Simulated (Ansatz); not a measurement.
# RbBr: the cost of one run

Program: Ansatz 0.2.0. Level of theory: DFT PBE, scalar-relativistic, plane waves, PAW. These are calculated values, not measurements.

1 further run of the same task is left out (set aside as unsound or not needed).

## Step 1: Starting point

Symmetry: Fm-3m, No. 225, cubic system. The conventional cell has a = 6.855 Å, b = 6.855 Å, c = 6.855 Å, α = 90.00°, β = 90.00°, γ = 90.00°. Around Rb (site symmetry m-3m) lie 6 Br at 3.43 Å. Br (site symmetry m-3m) has 6 Rb at 3.43 Å as nearest neighbours.

Coordinates:

```cif
data_structure
_symmetry_space_group_name_H-M 'Fm-3m'
_symmetry_Int_Tables_number 225
_cell_length_a 6.8550
_cell_length_b 6.8550
_cell_length_c 6.8550
_cell_angle_alpha 90.000
_cell_angle_beta 90.000
_cell_angle_gamma 90.000
_cell_volume 322.12
loop_
_atom_site_label
_atom_site_type_symbol
_atom_site_symmetry_multiplicity
_atom_site_Wyckoff_symbol
_atom_site_fract_x
_atom_site_fract_y
_atom_site_fract_z
_atom_site_occupancy
Rb1 Rb 4 a 0.00000 0.00000 0.00000 1
Br1 Br 4 b 0.50000 0.00000 0.00000 1
```

The structure comes from the Crystallography Open Database.

## Step 2: A distortion that keeps the symmetry

What differs from the listed cell: strain xx, yy, zz, yz, xz, xy = +2.8, +2.8, +2.8, +0.0, +0.0, +0.0 %.

Input file input.yaml:

```yaml
crystal:
  lattice:
    - [0.0, 3.52436115, 3.52436115]
    - [3.52436115, 0.0, 3.52436115]
    - [3.52436115, 3.52436115, 0.0]
  atoms:
    - { symbol: Rb, position: [0.0, 0.0, 0.0] }
    - { symbol: Br, position: [0.5, 0.5, 0.5] }
basis:
  ecutwfc: 420
kpoints:
  mp_grid: { grid: [6, 6, 6] }
hamiltonian:
  xc: pbe
scf:
  occupations: { method: gaussian, width: 0.02 }
output:
  forces: true
  stress: true
  eigenvalues: true
```

On the command line:

```
> ansatz run input.yaml --threads 1 --pin off --max-ram 1331MiB --backend cpu --events-out ev --progress --plain --runs-dir out
```

Q: Estimate wall time and peak memory on 1 thread of an x86-64 CPU, shared host.

About 3 s, with a peak of 0.33 GiB.
